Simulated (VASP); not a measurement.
# Settings for Cr: self-consistent run

Cr, I4/mmm (no. 139), 1 atom in the cell. SCAN; PAW potentials Cr_pv (PBE set). VASP 6.6.1.

Wanted: stress within 0.05 GPa; site moments within 0.01 μB.

What the run is for: stress; Accuracy asked: tight.

POSCAR:
```
Cr
1.0
   -1.4844496776      1.4844496776      1.5067164228
    1.4844496776     -1.4844496776      1.5067164228
    1.4844496776      1.4844496776     -1.5067164228
Cr
1
Direct
    0.0000000000      0.0000000000      0.0000000000
```

The series start from Plane-wave cutoff (eV): 340; Smearing width (eV): 0.1; k-point mesh: 17 × 17 × 17; Precision mode (PREC): Accurate; Electronic threshold (eV): 1e-6; Bands in all (NBANDS): 18; Aspherical gradient terms in the spheres (LASPH): yes; Highest l that the mixer handles (LMAXMIX): 4; Electronic algorithm: ALGO=Normal; Kinetic-energy density mixed (LMIXTAU): LMIXTAU=True; Density mixing: defaults. Each series keeps the choices made before it, and each single choice may use up half of a tolerance.

## Plane-wave cutoff (eV)

| Plane-wave cutoff (eV) | Stress, largest deviation (GPa) | Site moments, largest deviation (μB) | SCF iterations | Time (s) |
|---|---|---|---|---|
| 210 | 142.445 | 0.000 | 19 | 40 |
| 260 | 17.406 | 0.000 | 21 | 58 |
| 300 | 1.848 | 0.000 | 19 | 57 |
| 340 | 1.176 | 0.000 | 21 | 69 |
| 400 | 1.389 | 0.000 | 21 | 128 |
| 460 | 0.841 | 0.000 | 20 | 140 |
| 560 | 1.080 | 0.000 | 20 | 163 |
| 700 (reference) | 0.000 | 0.000 | 20 | 128 |

## Smearing width (eV)

| Smearing width (eV) | Stress, largest deviation (GPa) | Site moments, largest deviation (μB) | SCF iterations | Time (s) |
|---|---|---|---|---|
| 0.4 | 0.663 | 0.000 | 20 | 125 |
| 0.3 | 0.610 | 0.000 | 20 | 125 |
| 0.2 | 0.512 | 0.000 | 20 | 123 |
| 0.15 | 0.521 | 0.000 | 19 | 158 |
| 0.1 | 0.197 | 0.000 | 20 | 128 |
| 0.05 (reference) | 0.000 | 0.000 | 21 | 192 |

## k-point mesh

| k-point mesh | Stress, largest deviation (GPa) | Site moments, largest deviation (μB) | SCF iterations | Time (s) |
|---|---|---|---|---|
| 5 × 5 × 5 | 0.114 | 0.000 | 19 | 24 |
| 7 × 7 × 7 | 1.053 | 0.041 | 27 | 52 |
| 9 × 9 × 9 | 0.408 | 0.010 | 22 | 60 |
| 11 × 11 × 11 | 0.605 | 0.064 | 22 | 82 |
| 14 × 14 × 14 | 0.638 | 0.059 | 22 | 121 |
| 17 × 17 × 17 | 0.575 | 0.000 | 21 | 192 |
| 20 × 20 × 20 (reference) | 0.000 | 0.000 | 19 | 221 |

## Precision mode (PREC)

| Precision mode (PREC) | Stress, largest deviation (GPa) | Site moments, largest deviation (μB) | SCF iterations | Time (s) |
|---|---|---|---|---|
| Low | 2.048 | 0.000 | 20 | 202 |
| SingleN | 2.048 | 0.000 | 20 | 205 |
| Normal | 0.502 | 0.000 | 19 | 173 |
| Accurate (reference) | 0.000 | 0.000 | 19 | 221 |

## Electronic threshold (eV)

| Electronic threshold (eV) | Stress, largest deviation (GPa) | Site moments, largest deviation (μB) | SCF iterations | Time (s) |
|---|---|---|---|---|
| 0.001 | 0.999 | 0.000 | 16 | 188 |
| 0.0001 | 0.965 | 0.000 | 16 | 200 |
| 1e-5 | 0.941 | 0.000 | 16 | 182 |
| 1e-6 | 0.139 | 0.000 | 19 | 221 |
| 1e-7 (reference) | 0.000 | 0.000 | 23 | 245 |

## Bands in all (NBANDS)

| Bands in all (NBANDS) | Stress, largest deviation (GPa) | Site moments, largest deviation (μB) | SCF iterations | Time (s) |
|---|---|---|---|---|
| 10 | 0.046 | 0.000 | 24 | 168 |
| 11 | 0.043 | 0.000 | 22 | 135 |
| 13 | 0.034 | 0.000 | 22 | 151 |
| 15 | 0.036 | 0.000 | 22 | 167 |
| 18 | 0.039 | 0.000 | 23 | 245 |
| 27 (reference) | 0.000 | 0.000 | 20 | 263 |

## Aspherical gradient terms in the spheres (LASPH)

| Aspherical gradient terms in the spheres (LASPH) | Stress, largest deviation (GPa) | Site moments, largest deviation (μB) | SCF iterations | Time (s) |
|---|---|---|---|---|
| yes | 0.000 | 0.000 | 20 | 263 |
| no | 0.466 | 0.000 | 29 | 389 |

## Highest l that the mixer handles (LMAXMIX)

| Highest l that the mixer handles (LMAXMIX) | Stress, largest deviation (GPa) | Site moments, largest deviation (μB) | SCF iterations | Time (s) |
|---|---|---|---|---|
| 4 | 0.000 | 0.000 | 20 | 263 |
| 2 | 0.052 | 0.000 | 22 | 308 |
| 6 | 0.000 | 0.000 | 20 | 267 |

## Electronic algorithm

| Electronic algorithm | Stress, largest deviation (GPa) | Site moments, largest deviation (μB) | SCF iterations | Time (s) |
|---|---|---|---|---|
| ALGO=Normal | 0.000 | 0.000 | 20 | 263 |
| ALGO=Fast | 0.080 | 0.000 | 22 | 450 |
| ALGO=VeryFast | 0.042 | 0.000 | 30 | 609 |
| ALGO=All ISEARCH=1 | 0.053 | 0.000 | 25 | 702 |
| ALGO=All ISEARCH=0 | 0.048 | 0.000 | 24 | 397 |
| ALGO=Damped TIME=0.4 | 0.043 | 0.000 | 60 | 700 |
| ALGO=Damped TIME=0.1 | 0.042 | 0.000 | 125 | 1684 |

## Question

The rows run from the loosest to the tightest (no order: aspherical gradient terms in the spheres, highest l that the mixer handles, electronic algorithm). For each series: choose the loosest value from which every tighter one stays within half of the tolerance; where there is no order, keep the first row unless others stay within half of the tolerance and take at least 30 % less time, and then take the fastest.

## Answer

- Plane-wave cutoff (eV): 700, the tightest run, since the next looser one is off by more than half of the tolerance (convergence isn't shown beyond it)
- Smearing width (eV): 0.05, the tightest run, since the next looser one is off by more than half of the tolerance (convergence isn't shown beyond it)
- k-point mesh: 20 × 20 × 20, the tightest run, since the next looser one is off by more than half of the tolerance (convergence isn't shown beyond it)
- Precision mode (PREC): Accurate, the last of the list; the one before it is off by more than half of the tolerance
- Electronic threshold (eV): 1e-7, the tightest run, since the next looser one is off by more than half of the tolerance (convergence isn't shown beyond it)
- Bands in all (NBANDS): 27, the tightest run, since the next looser one is off by more than half of the tolerance (convergence isn't shown beyond it)
- Aspherical gradient terms in the spheres (LASPH): yes
- Highest l that the mixer handles (LMAXMIX): 4
- Electronic algorithm: ALGO=Normal

The chosen settings are those of the reference run.

Values of the reference run: Stress: -32.07, 0, 0, 0, -32.07, 0, 0, 0, -35.53 GPa; Site moments: 0 μB.

## The input

INCAR:
```
METAGGA = SCAN ; ISPIN = 2
MAGMOM = 3 ; LORBIT = 11
ISMEAR = 1 ; SIGMA = 0.05
LWAVE = False ; LCHARG = False
ISIF = 2 ; PREC = Accurate
LASPH = True ; LREAL = False
ALGO = Normal ; EDIFF = 1E-7
NELM = 200 ; GGA_COMPAT = False
ENCUT = 700 ; LMAXMIX = 4
LMIXTAU = True ; KPAR = 8
NBANDS = 27
```

KPOINTS:
```
Automatic mesh
0
Gamma
  20 20 20
  0 0 0
```

Commands:
```
cat potpaw_PBE.64/Cr_pv/POTCAR > POTCAR
mpirun -np 8 vasp_std > vasp.out
```

The chosen input took VASP 6.6.1 263 s on 8 cores (Intel Xeon Platinum 8259CL @ 2.50GHz (Skylake/Cascade Lake)), a shared host.

## An input that fails: too few bands

VASP's message: The number of bands is not sufficient to hold all electrons. I am sorry, but this calculation does not make sense. If you want to calculate only selected states, you need to set either EFERMI or EREF. EREF specifies around which energy states are supposed to be calculated. I found NBANDS = 5, NELECT = ….

Changes against the starting input:
```
- NELM = 200
- NBANDS = 18
+ NELM = 81
+ NBANDS = 5
```
